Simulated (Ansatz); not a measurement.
## Varying the input for Cd

The reference input for Ansatz (plane-wave DFT with PAW):

```yaml
crystal:
  lattice:
    - [1.6080291515, 0.9283960635, 2.44928741]
    - [-1.6080291515, 0.9283960635, 2.44928741]
    - [0.0, -1.856792127, 2.44928741]
  atoms:
    - { symbol: Cd, position: [0.0, 0.0, 0.0] }
basis:
  ecutwfc: 420
kpoints:
  mp_grid: { grid: [9, 9, 9] }
hamiltonian:
  xc: pbe
scf:
  occupations: { method: gaussian, width: 0.1 }
output:
  forces: true
  stress: true
  eigenvalues: true
```

Command:

```bash
ansatz run input.yaml --threads 1 --pin off --max-ram 1331MiB --backend cpu --events-out ev --progress --plain --runs-dir out
```

The run converges in 6 SCF iterations on 85 irreducible k-points: pressure 2.28 GPa, no gap.

The inputs are trials, many of them unsound on purpose. Their numbers show the effect of the settings and aren't properties of the material. Each trial's input is given as a difference from the reference's; energies are extrapolated to zero smearing where there is one, and pressure is positive in compression. Charged cells sit in a uniform background, and their pressures hang on that convention.

Trial 1:

```diff
 hamiltonian:
-  xc: pbe
+  xc: rpbe
 scf:
+  mixing: { ndim: 12, preconditioner: kerker }
+  max_iter: 99
```

The run converges in 6 SCF iterations on 85 irreducible k-points: pressure 4.88 GPa, no gap.

Trial 2:

```diff
 scf:
-  occupations: { method: gaussian, width: 0.1 }
+  occupations: { method: cold, width: 0.009 }
```

The run converges in 4 SCF iterations on 85 irreducible k-points: energy 0.22 meV per atom below the reference, pressure 2.28 GPa, no gap.

Trial 3:

```diff
 basis:
+  xc_grid: 3
 kpoints:
-  mp_grid: { grid: [9, 9, 9] }
+  mp_grid: { kspacing: 0.46 }
 hamiltonian:
-  xc: pbe
+  xc: revpbe
 scf:
-  occupations: { method: gaussian, width: 0.1 }
+  occupations: { method: cold, width: 0.0027 }
 output:
+  efg: {}
```

The run converges in 5 SCF iterations on 32 irreducible k-points: pressure 4.96 GPa, no gap. It warns that field gradients leave spin–orbit coupling out.

Trial 4:

```diff
 scf:
-  occupations: { method: gaussian, width: 0.1 }
+  occupations: { method: cold, width: 0.4 }
```

The run converges in 4 SCF iterations on 85 irreducible k-points: energy 0.66 meV per atom above the reference, pressure 2.09 GPa, no gap.

Trial 5:

```diff
 basis:
-  ecutwfc: 420
+  ecutwfc: 260
 scf:
+  lower_state_search: "off"
+  n_extra_bands: 20
+  max_iter: 30
+  convergence: { dr2_threshold: "1e-5 eV" }
```

The run converges in 6 SCF iterations on 85 irreducible k-points: energy 980 meV per atom above the reference, pressure 1.88 GPa, no gap. It warns that the cutoff lies under the recommended one, 420 eV for these potentials; that the SCF threshold is loose for the forces; that the SCF threshold is loose for the stress.

Trial 6:

```diff
 basis:
-  ecutwfc: 420
+  ecutrho_ratio: 8
 kpoints:
-  mp_grid: { grid: [9, 9, 9] }
+  mp_grid: { grid: [5, 5, 10] }
 hamiltonian:
-  xc: pbe
+  xc: lda
 scf:
+  mixing:
+    algorithm: msr1
+    beta: 0.67
+    ndim: 20
+    preconditioner: local_kerker
+    q_tf: 0.39
+  initial_density: { chi_scale: 0, normalization: atom }
+  max_iter: 54
```

The run converges in 6 SCF iterations on 78 irreducible k-points: pressure -4.54 GPa, no gap. It warns that the mesh lowers the symmetry.

Trial 7:

```diff
 basis:
-  ecutwfc: 420
+  ecutwfc: 170
 kpoints:
-  mp_grid: { grid: [9, 9, 9] }
+  mp_grid: { grid: [7, 9, 2], shift: [0, 0, 0.5] }
 scf:
+  max_iter: 100
```

The run converges in 8 SCF iterations on 63 irreducible k-points: energy 40.54 eV per atom above the reference, pressure -7.47 GPa (unreliable at so low a cutoff), no gap. It warns that the cutoff lies under the recommended one, 420 eV for these potentials; that the mesh lowers the symmetry.

Trial 8:

```diff
+total_charge: 0.25
 basis:
-  ecutwfc: 420
+  ecutwfc: 500
 hamiltonian:
-  xc: pbe
+  xc: r2scan
```

The run converges in 7 SCF iterations on 85 irreducible k-points: pressure -0.60 GPa (with the neutralising background of the charged cell), no gap.